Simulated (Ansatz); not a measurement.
# Si: a relaxation

Aim: a sound relaxation of Si. The structure is shown as the input types it.

Method: DFT PBEsol, scalar-relativistic, plane waves, PAW; settings changed (as first typed), in Ansatz 0.2.0.

5 further runs of the same task are left out: 5 set aside as unsound or not needed.

## (1) The starting structure

The structure is cubic, space group Fd-3m (No. 227). The conventional cell has a = 10.268 Å, b = 10.268 Å, c = 10.268 Å, α = 90.00°, β = 90.00°, γ = 90.00°. Si (site symmetry -43m) has 4 Si at 4.45 Å as nearest neighbours.

Structure file:

```
CELL_PARAMETERS angstrom
0.00000 5.13423 5.13423
5.13423 0.00000 5.13423
5.13423 5.13423 0.00000
ATOMIC_POSITIONS crystal
Si 0.25000 0.25000 0.25000
Si 0.00000 0.00000 0.00000
```

## (2) The calculation

input.yaml

```yaml
crystal:
  lattice:
    - [0.0, 5.13422905, 5.13422905]
    - [5.13422905, 0.0, 5.13422905]
    - [5.13422905, 5.13422905, 0.0]
  atoms:
    - { symbol: Si, position: [0.25, 0.25, 0.25] }
    - { symbol: Si, position: [0.0, 0.0, 0.0] }
basis:
  ecutwfc: 420
kpoints:
  mp_grid: { grid: [10, 10, 10] }
hamiltonian:
  xc: pbesol
scf:
  occupations: { method: gaussian, width: 0.02 }
  max_iter: 100
output:
  forces: true
  eigenvalues: true
  stress: true
relax:
  adjacent_minimum: "off"
  f_tol: 0.005
  max_steps: 80
  cell: { stress_tol: 0.05 }
```

On the command line:

```sh
> ansatz run input.yaml --threads 8 --pin off --max-ram 16384MiB --backend cpu --events-out ev --progress --plain --runs-dir out
```

The program printed:

```text
Warning: RAYON_NUM_THREADS=8 ignored (pool sized by the plan → 8); use --threads N
The last accepted step is kept in <dir> (removed where the run ends without a failure and the disk answers)
Engine: ansatz 0.2.0, aarch64-unknown-linux-gnu
Pseudopotentials: kind: paw
Pseudopotential: Si, paw, valence charge 4, recommended cutoff 420 eV (normal), Si.paw.azcp
Functional definition: PBEsol
  exchange = pbesol_x
  correlation = pbesol_c
Crystal: 2 atoms, lattice volume = 270.680 Å³
Basis set: ecut = 420 eV, 5209 PW (Γ), exchange–correlation on 100×100×100 points (8 copies of the dense FFT grid, shifted against one another)
Bands: 8, of which v1, the nominal top of the filled ones, is band 4 counted from 1 (3 counted from 0)
Symmetry: 48 space group operations
Space group: Fd-3m (ITA 227), of the structure as read, at distance tolerance 6.5e-5 Å
k-points: 47 of 1000
Non-local potential: Si, projectors of the file, l = 0: 2, l = 1: 2, l = 2: 2
PAW form: soft (Blöchl's): semilocal exchange-correlation on the pseudo side does not see the compensation charge
PAW frozen core: Si, regenerated for the run's functional, and the local potential with it (the file was generated under x = pbe(κ = 0.804, μ = 0.2195149727645171), c = pbe(β = 0.06672455060314922))
PAW one-centre angular grid: Si, 110 points (default); XC on 64 Gauss nodes
Initial density: superposition of atomic densities (neutral atoms: chi_scale 0, normalization atom), corrected by the library's trained network
Initial wavefunctions: pseudopotential atomic-orbital guess
Functional: x = pbesol(κ = 0.804, μ = 0.12345679012345678), c = pbesol(β = 0.046)
SCF iter   1: F=—  HF=-1233.716641 eV  |F-HF|=—  |Δ(HF+E_count)|=         —  Δρ=2.05e-3  dr2=2.80e-2  ethr=1.77e-3  ⟨swp⟩=7.1  Hψ=3323  notcnv=0
preconditioner: auto → LDOS  [metal: Δε(μ)=0.005 eV  Ē_g=3.956 eV  σ=0.020 eV  W_gap=0.15  n_scr=14 (ndim 8)  ℏωp=6.4 eV  f_vac=0.305  D(μ)=7.67/eV (n_scr^D=58)  β→1.0]
SCF iter   2: F=—  HF=-1233.707797 eV  |F-HF|=—  |Δ(HF+E_count)|=   8.84e-3  Δρ=6.77e-4  dr2=3.05e-3  ethr=3.50e-4  ⟨swp⟩=3.0  Hψ=1063  notcnv=0
SCF iter   3: F=—  HF=-1233.707714 eV  |F-HF|=—  |Δ(HF+E_count)|=   8.34e-5  Δρ=2.10e-4  dr2=4.37e-4  ethr=3.81e-5  ⟨swp⟩=3.0  Hψ=713  notcnv=0
SCF iter   4: F=—  HF=-1233.707709 eV  |F-HF|=—  |Δ(HF+E_count)|=   4.52e-6  Δρ=5.01e-5  dr2=1.94e-5  ethr=5.47e-6  ⟨swp⟩=2.3  Hψ=549  notcnv=0
SCF iter   5: F=—  HF=-1233.707722 eV  |F-HF|=—  |Δ(HF+E_count)|=   1.27e-5  Δρ=9.98e-6  dr2=4.11e-7  ethr=2.43e-7  ⟨swp⟩=2.9  Hψ=585  notcnv=0
SCF iter   6: F=-1233.707723 eV  HF=-1233.707723 eV  |F-HF|=1.41e-8  |Δ(HF+E_count)|=   6.67e-7  Δρ=1.40e-6  dr2=8.43e-9  ethr=1.25e-9  ⟨swp⟩=6.8  Hψ=2153  notcnv=0
SCF 1 converged in 6 iterations: F = -1233.707723 eV  dr2 = 8.43e-9
relax step   1: F+E_penalty+E_count = -1233.70772280 eV  Δ(F+E_penalty+E_count) = +0.000e0 eV  max|allowed force component| = 6.939e-18 eV/Å  Δτ_max = 0.0000 Å  P = -1.903 GPa  Ω = 270.680 Å³  (6 SCF iters, dr2 threshold 1.00e-7 eV, accepted)
Crystal: 2 atoms, lattice volume = 242.724 Å³
Basis set: ecut = 420 eV, 4693 PW (Γ), exchange–correlation on 100×100×100 points (8 copies of the dense FFT grid, shifted against one another)
Initial density: handed on by an earlier stage of this run
Initial wavefunctions: those handed on with the density
iter 1 solved again at ethr=2.03e-5 eV; its pass at ethr=3.10e-3 eV (dr2=1.63e-3 eV) is discarded
SCF iter   1: F=—  HF=-1234.077172 eV  |F-HF|=—  |Δ(HF+E_count)|=         —  Δρ=6.30e-4  dr2=2.01e-3  ethr=2.03e-5  ⟨swp⟩=3.0  Hψ=4231  notcnv=0
preconditioner: auto → LDOS  [metal: Δε(μ)=0.004 eV  Ē_g=4.089 eV  σ=0.020 eV  W_gap=0.11  n_scr=14 (ndim 8)  ℏωp=6.7 eV  f_vac=0.263  D(μ)=6.57/eV (n_scr^D=58)  β→1.0]
SCF iter   2: F=—  HF=-1234.077306 eV  |F-HF|=—  |Δ(HF+E_count)|=   1.34e-4  Δρ=2.28e-4  dr2=2.49e-4  ethr=2.03e-5  ⟨swp⟩=2.0  Hψ=563  notcnv=0
SCF iter   3: F=—  HF=-1234.077416 eV  |F-HF|=—  |Δ(HF+E_count)|=   1.10e-4  Δρ=3.12e-5  dr2=7.84e-6  ethr=3.12e-6  ⟨swp⟩=2.5  Hψ=589  notcnv=0
SCF iter   4: F=—  HF=-1234.077405 eV  |F-HF|=—  |Δ(HF+E_count)|=   1.11e-5  Δρ=1.01e-5  dr2=8.48e-7  ethr=9.81e-8  ⟨swp⟩=2.8  Hψ=577  notcnv=0
SCF iter   5: F=-1234.077405 eV  HF=-1234.077405 eV  |F-HF|=6.25e-9  |Δ(HF+E_count)|=   4.53e-7  Δρ=1.49e-6  dr2=1.10e-8  ethr=2.50e-9  ⟨swp⟩=6.7  Hψ=2100  notcnv=0
SCF 2 converged in 5 iterations: F = -1234.077405 eV  dr2 = 1.10e-8
relax step   2: F+E_penalty+E_count = -1234.07740544 eV  Δ(F+E_penalty+E_count) = -3.697e-1 eV  max|allowed force component| = 2.313e-17 eV/Å  Δτ_max = 0.0000 Å  P = -2.351 GPa  Ω = 242.724 Å³  energy of the carried Pulay correction = +4.471e-4 eV  (5 SCF iters, dr2 threshold 2.00e-7 eV, accepted)
Crystal: 2 atoms, lattice volume = 207.742 Å³
Basis set: ecut = 420 eV, 4015 PW (Γ), exchange–correlation on 100×100×100 points (8 copies of the dense FFT grid, shifted against one another)
iter 1 solved again at ethr=4.39e-5 eV; its pass at ethr=3.10e-3 eV (dr2=3.52e-3 eV) is discarded
SCF iter   1: F=—  HF=-1234.671252 eV  |F-HF|=—  |Δ(HF+E_count)|=         —  Δρ=9.86e-4  dr2=3.66e-3  ethr=4.39e-5  ⟨swp⟩=1.4  Hψ=3947  notcnv=0
preconditioner: auto → LDOS  [metal: Δε(μ)=0.009 eV  Ē_g=4.275 eV  σ=0.020 eV  W_gap=0.23  n_scr=14 (ndim 8)  ℏωp=7.3 eV  f_vac=0.218  D(μ)=5.27/eV (n_scr^D=26)  β→1.0]
SCF iter   2: F=—  HF=-1234.671498 eV  |F-HF|=—  |Δ(HF+E_count)|=   2.47e-4  Δρ=3.34e-4  dr2=3.87e-4  ethr=4.39e-5  ⟨swp⟩=3.0  Hψ=703  notcnv=0
SCF iter   3: F=—  HF=-1234.671700 eV  |F-HF|=—  |Δ(HF+E_count)|=   2.02e-4  Δρ=3.41e-5  dr2=5.44e-6  ethr=4.83e-6  ⟨swp⟩=2.8  Hψ=576  notcnv=0
SCF iter   4: F=—  HF=-1234.671699 eV  |F-HF|=—  |Δ(HF+E_count)|=   1.81e-6  Δρ=8.81e-6  dr2=5.15e-7  ethr=6.80e-8  ⟨swp⟩=2.0  Hψ=565  notcnv=0
SCF iter   5: F=-1234.671699 eV  HF=-1234.671699 eV  |F-HF|=7.31e-9  |Δ(HF+E_count)|=   2.33e-7  Δρ=1.75e-6  dr2=1.22e-8  ethr=2.50e-9  ⟨swp⟩=6.1  Hψ=1989  notcnv=0
SCF 3 converged in 5 iterations: F = -1234.671699 eV  dr2 = 1.22e-8
relax step   3: F+E_penalty+E_count = -1234.67169876 eV  Δ(F+E_penalty+E_count) = -5.943e-1 eV  max|allowed force component| = 7.401e-17 eV/Å  Δτ_max = 0.0000 Å  P = -3.138 GPa  Ω = 207.742 Å³  energy of the carried Pulay correction = +1.080e-3 eV  (5 SCF iters, dr2 threshold 2.00e-7 eV, accepted)
[... from here on, the SCF cycles and remarks between the steps are left out ...]
relax step   4: F+E_penalty+E_count = -1235.38437255 eV  Δ(F+E_penalty+E_count) = -7.127e-1 eV  max|allowed force component| = 1.156e-16 eV/Å  Δτ_max = 0.0000 Å  P = -4.185 GPa  Ω = 176.293 Å³  energy of the carried Pulay correction = +1.735e-3 eV  (5 SCF iters, dr2 threshold 2.00e-7 eV, accepted)
relax step   5: F+E_penalty+E_count = -1236.23237850 eV  Δ(F+E_penalty+E_count) = -8.480e-1 eV  max|allowed force component| = 5.782e-17 eV/Å  Δτ_max = 0.0000 Å  P = -5.567 GPa  Ω = 148.190 Å³  energy of the carried Pulay correction = +2.401e-3 eV  (5 SCF iters, dr2 threshold 2.00e-7 eV, accepted)
relax step   6: F+E_penalty+E_count = -1237.23126133 eV  Δ(F+E_penalty+E_count) = -9.989e-1 eV  max|allowed force component| = 1.573e-16 eV/Å  Δτ_max = 0.0000 Å  P = -7.369 GPa  Ω = 123.245 Å³  energy of the carried Pulay correction = +3.068e-3 eV  (5 SCF iters, dr2 threshold 2.00e-7 eV, accepted)
relax step   7: F+E_penalty+E_count = -1238.38968556 eV  Δ(F+E_penalty+E_count) = -1.158e0 eV  max|allowed force component| = 7.170e-17 eV/Å  Δτ_max = 0.0000 Å  P = -9.641 GPa  Ω = 101.269 Å³  energy of the carried Pulay correction = +3.718e-3 eV  (6 SCF iters, dr2 threshold 2.00e-7 eV, accepted)
relax step   8: F+E_penalty+E_count = -1239.69878233 eV  Δ(F+E_penalty+E_count) = -1.309e0 eV  max|allowed force component| = 9.599e-17 eV/Å  Δτ_max = 0.0000 Å  P = -12.298 GPa  Ω = 82.074 Å³  energy of the carried Pulay correction = +4.331e-3 eV  (6 SCF iters, dr2 threshold 2.00e-7 eV, accepted)
relax step   9: F+E_penalty+E_count = -1241.10446634 eV  Δ(F+E_penalty+E_count) = -1.406e0 eV  max|allowed force component| = 4.796e-17 eV/Å  Δτ_max = 0.0000 Å  P = -14.705 GPa  Ω = 65.472 Å³  energy of the carried Pulay correction = +4.884e-3 eV  (6 SCF iters, dr2 threshold 2.00e-7 eV, accepted)
relax step  10: F+E_penalty+E_count = -1242.40127924 eV  Δ(F+E_penalty+E_count) = -1.297e0 eV  max|allowed force component| = 5.204e-17 eV/Å  Δτ_max = 0.0000 Å  P = -13.331 GPa  Ω = 51.275 Å³  energy of the carried Pulay correction = +5.350e-3 eV  (5 SCF iters, dr2 threshold 2.00e-7 eV, accepted)
relax step  11: F+E_penalty+E_count = -1242.98014872 eV  Δ(F+E_penalty+E_count) = -5.789e-1 eV  max|allowed force component| = 1.156e-16 eV/Å  Δτ_max = 0.0000 Å  P = +2.004 GPa  Ω = 39.295 Å³  energy of the carried Pulay correction = +5.709e-3 eV  (5 SCF iters, dr2 threshold 2.00e-7 eV, accepted)
relax step  12: F+E_penalty+E_count = -1242.98381792 eV  Δ(F+E_penalty+E_count) = -3.669e-3 eV  max|allowed force component| = 6.476e-17 eV/Å  Δτ_max = 0.0000 Å  P = -0.963 GPa  Ω = 40.530 Å³  energy of the carried Pulay correction = +5.675e-3 eV  (5 SCF iters, dr2 threshold 2.00e-7 eV, accepted)
relax step  13: F+E_penalty+E_count = -1242.98511239 eV  Δ(F+E_penalty+E_count) = -1.294e-3 eV  max|allowed force component| = 4.626e-17 eV/Å  Δτ_max = 0.0000 Å  P = -0.032 GPa  Ω = 40.121 Å³  energy of the carried Pulay correction = +5.686e-3 eV  (3 SCF iters, dr2 threshold 2.00e-7 eV, accepted)
Basis set: ecut = 420 eV, 749 PW (Γ), exchange–correlation on 54×54×54 points (8 copies of the dense FFT grid, shifted against one another)
Initial wavefunctions: pseudopotential atomic-orbital guess (no wavefunctions were taken with the density)
iter 1 solved again at ethr=9.92e-8 eV; its pass at ethr=3.10e-3 eV (dr2=7.94e-6 eV) is discarded
SCF iter   1: F=—  HF=-1242.984310 eV  |F-HF|=—  |Δ(HF+E_count)|=         —  Δρ=1.49e-4  dr2=7.43e-7  ethr=9.92e-8  ⟨swp⟩=2.9  Hψ=4570  notcnv=0
preconditioner: auto → none  [insulator: Δε(μ)=0.475 eV  Ē_g=9.420 eV  σ=0.020 eV  W_gap=1.00  n_scr=8 (ndim 8)  ℏωp=16.6 eV  f_vac=0.000  D(μ)=0.00/eV (n_scr^D=0)  ε∞_Penn≈4.1]
SCF iter   2: F=—  HF=-1242.984319 eV  |F-HF|=—  |Δ(HF+E_count)|=   8.99e-6  Δρ=7.47e-5  dr2=1.88e-7  ethr=9.29e-9  ⟨swp⟩=1.0  Hψ=376  notcnv=0
SCF iter   3: F=—  HF=-1242.984320 eV  |F-HF|=—  |Δ(HF+E_count)|=   1.68e-6  Δρ=9.09e-7  dr2=1.44e-10  ethr=2.35e-9  ⟨swp⟩=2.0  Hψ=564  notcnv=0
SCF iter   4: F=-1242.984320 eV  HF=-1242.984320 eV  |F-HF|=5.91e-12  |Δ(HF+E_count)|=  3.71e-11  Δρ=2.43e-7  dr2=8.57e-12  ethr=1.00e-12  ⟨swp⟩=6.1  Hψ=1518  notcnv=0
SCF 14 converged in 4 iterations: F = -1242.984320 eV  dr2 = 8.57e-12
relax step  14: F+E_penalty+E_count = -1242.98432020 eV  Δ(F+E_penalty+E_count) = +7.922e-4 eV  max|allowed force component| = 6.476e-17 eV/Å  Δτ_max = 0.0000 Å  P = -0.032 GPa  Ω = 40.121 Å³  stress off target by 3.21e-2 GPa  SCF on the basis re-selected at this cell (its energy is not comparable with the rows above)  (4 SCF iters)
basis re-selected at this cell: Δ(F+E_penalty+E_count) = +7.922e-4 eV, ΔP = +0.000 GPa vs the last step (what re-selecting the basis moved, of the pressure what is left beyond the Pulay correction that the steps carried, after the strain that the cell walked since its last selection, with what the two solves' SCF thresholds leave and, on support functions, any second-order correction that the steps lacked; it is no measure of the basis error at this ecutwfc). The dense FFT grid was sized anew with the basis: this SCF ran on 27×27×27 points, the steps before it on 50×50×50, so part of this shift can come from that change (see relax.cell in the input reference). This SCF's stress stands 3.21e-2 GPa from its target on what of the cell is left free (relax.cell.stress_tol is 5.00e-2 GPa) and its largest allowed force component is 6.48e-17 eV/Å (relax.f_tol is 5.00e-3 eV/Å): within both
SCF converged after 4 iterations
Free energy (F): -1242.984320 eV
Harris-Foulkes:  -1242.984320 eV  (|F-HF|=5.91e-12)
Internal energy: -1242.984320 eV  (E = F + TS)
E sigma→0 (E₀):  -1242.984320 eV
Fermi energy:    6.398205 eV
--- Per-component energies (eV) ---
  E_band       = 8.651771
  E_kinetic    = 80.513623
  E_local      = -54.725930  (includes V_loc(G=0)·N_el)
  E_nonlocal   = 52.101471
  E_hartree    = 14.655753
  E_xc         = -109.322780
  E_vxc        = -93.615273  (∫ρ·V_xc dr)
  E_paw        = -997.888885  (= ΣΔE_a)
  E_vpaw       = -4.933633  (= ΣTr[D̂ρ^β])
  E_aug_tail   = 0.000012  (compensation charges beyond the density's cutoff)
  E_ewald      = -228.380705
  E_core_change = 0.063121  (= ΣΔE_core)
  E_smearing   = -0.000000  (= −TS)
  E_closure    = -0.000000  (closes the sum)
  Σ components = -1242.984320   (vs F -1242.984320, Δ=0.00e0)
--- Forces (eV/Å), atoms counted from 1 ---
  atom   1  Si     0.00000000     0.00000000     0.00000000
  atom   2  Si    -0.00000000     0.00000000    -0.00000000
  max |Σ_I F_I| component: 3.47e-17 eV/Å
--- Stress (GPa, compression-positive) ---
       -0.032084      -0.000000      -0.000000
       -0.000000      -0.032084      -0.000000
       -0.000000       0.000000      -0.032084
  P = ⅓ Tr σ = -0.0321 GPa (-0.321 kbar)
--- Band table (eV; the first three rows and the last of 47) ---
  k-point 0: bands = ["-5.8133", "6.1611", "6.1611", "6.1611", "8.6802", "8.6802", "8.6802", "9.4491"]
  k-point 1: bands = ["-5.6821", "5.0046", "5.9606", "5.9606", "8.6766", "8.9743", "8.9743", "10.3811"]
  k-point 2: bands = ["-5.2948", "3.1345", "5.5779", "5.5779", "8.3087", "9.4813", "9.4813", "12.1313"]
  k-point 46: bands = ["-1.5104", "-1.5104", "2.3449", "2.3449", "9.5051", "9.5051", "12.0156", "12.0156"]
--- Relaxed structure (13 steps of the walk, 13 accepted, 1 SCFs on fresh bases) ---
  F+E_penalty+E_count = -1242.98432020 eV   max|allowed force component| = 6.476e-17 eV/Å   (the final SCF, on the basis selected at the relaxed cell)
  cell:  # Å, volume = 40.1208 Å³
    - [-4.116114435044303e-34, 2.7171466037329868, 2.7171466037329868]
    - [2.7171466037329868, 8.863170020378671e-34, 2.7171466037329868]
    - [2.7171466037329868, 2.7171466037329868, 2.7986728966619098e-33]
  atoms:
    - { symbol: Si, position: [0.25, 0.25, 0.25] }
    - { symbol: Si, position: [-4.913624976362787e-35, 4.053984821452399e-35, 7.824679137309327e-35] }
```

Run time: 12 s. Hardware: 8 threads of Arm Neoverse V1, shared host; peak memory 0.66 GiB.

## (3) A second look at the input

The program finished normally. Convergence says nothing about whether the input makes sense.

Lengths in bohr were typed where ångström are read, so every distance is 1.89 times too long and the bonds are broken. The shortest distance in the input is 4.45 Å, between atoms 1 (Si) and 2 (Si).

What to do: divide the lengths by 1.8897.

## (4) A check with that setting changed

Other changes include scf.max_iter.

input.yaml

```yaml
crystal:
  lattice:
    - [0.0, 2.7169170452, 2.7169170452]
    - [2.7169170452, 0.0, 2.7169170452]
    - [2.7169170452, 2.7169170452, 0.0]
  atoms:
    - { symbol: Si, position: [0.25, 0.25, 0.25] }
    - { symbol: Si, position: [0.0, 0.0, 0.0] }
basis:
  ecutwfc: 420
kpoints:
  mp_grid: { grid: [10, 10, 10] }
hamiltonian:
  xc: pbesol
scf:
  occupations: { method: gaussian, width: 0.02 }
output:
  forces: true
  stress: true
  eigenvalues: true
relax:
  adjacent_minimum: "off"
  f_tol: 0.005
  max_steps: 80
  cell: { stress_tol: 0.05 }
```

On the command line:

```sh
> ansatz run input.yaml --threads 8 --pin off --max-ram 16384MiB --backend cpu --events-out ev --progress --plain --runs-dir out
```

The main lines of its log:

```text
[...]
Basis set: ecut = 420 eV, 749 PW (Γ), exchange–correlation on 54×54×54 points (8 copies of the dense FFT grid, shifted against one another)
[...]
k-points: 47 of 1000
[...]
SCF iter   1: F=—  HF=-1242.984767 eV  |F-HF|=—  |Δ(HF+E_count)|=         —  Δρ=2.91e-3  dr2=3.80e-3  ethr=1.77e-3  ⟨swp⟩=6.3  Hψ=3402  notcnv=0
preconditioner: auto → none  [insulator: Δε(μ)=0.452 eV  Ē_g=9.414 eV  σ=0.020 eV  W_gap=1.00  n_scr=8 (ndim 8)  ℏωp=16.6 eV  f_vac=0.000  D(μ)=0.00/eV (n_scr^D=0)  ε∞_Penn≈4.1]
SCF iter   2: F=—  HF=-1242.984335 eV  |F-HF|=—  |Δ(HF+E_count)|=   4.32e-4  Δρ=1.10e-3  dr2=4.54e-4  ethr=4.75e-5  ⟨swp⟩=2.6  Hψ=980  notcnv=0
[...]
relax step   1: F+E_penalty+E_count = -1242.98432329 eV  Δ(F+E_penalty+E_count) = +0.000e0 eV  max|allowed force component| = 1.503e-17 eV/Å  Δτ_max = 0.0000 Å  P = -0.008 GPa  Ω = 40.111 Å³  (6 SCF iters, dr2 threshold 1.00e-7 eV, accepted)
[...]
SCF iter   2: F=—  HF=-1242.984323 eV  |F-HF|=—  |Δ(HF+E_count)|=   7.52e-6  Δρ=9.06e-8  dr2=1.59e-12  ethr=1.00e-12  ⟨swp⟩=4.9  Hψ=2227  notcnv=0
SCF iter   3: F=-1242.984323 eV  HF=-1242.984323 eV  |F-HF|=2.27e-13  |Δ(HF+E_count)|=  6.82e-13  Δρ=4.71e-8  dr2=3.20e-13  ethr=1.00e-12  ⟨swp⟩=3.0  Hψ=1316  notcnv=0
[...]
relax step   2: F+E_penalty+E_count = -1242.98432329 eV  Δ(F+E_penalty+E_count) = -4.547e-12 eV  max|allowed force component| = 2.197e-17 eV/Å  Δτ_max = 0.0000 Å  P = -0.008 GPa  Ω = 40.111 Å³  stress off target by 8.32e-3 GPa  SCF on the basis re-selected at 
[...]
SCF converged after 3 iterations
Free energy (F): -1242.984323 eV
[...]
E sigma→0 (E₀):  -1242.984323 eV
Fermi energy:    6.400649 eV
[...]
  P = ⅓ Tr σ = -0.0083 GPa (-0.083 kbar)
[...]
--- Relaxed structure (1 steps of the walk, 1 accepted, 1 SCFs on fresh bases) ---
[...]
```

Run time: 0.65 s. Hardware: 8 threads of Arm Neoverse V1, shared host; peak memory 0.32 GiB.

| run | ending | energy change | pressure (GPa) | gap (eV) | force (eV/Å) | cycles | time |
| --- | --- | --- | --- | --- | --- | --- | --- |
| first try | converged | 0.0 meV/atom | 0.0 | 0.47 | 0.00 | - | 12 s |
| second try | converged | 0 | 0.0 | 0.47 | 0.00 | - | 0.65 s |

## (5) What came out

```
                           quantity          value
                          first try      converged
                 setting under test      structure
                         second try      converged
energy (zero set by the potentials)  -1242.9843 eV
                           pressure      -0.01 GPa
                    gap on the mesh        0.47 eV
                      largest force     0.000 eV/Å
```

**Reading.** Both runs end at the same energy: the doubtful setting did not spoil the result here.

These are semilocal Kohn-Sham gaps, which aren't the measured quantity. Such gaps usually fall short of the measured ones.
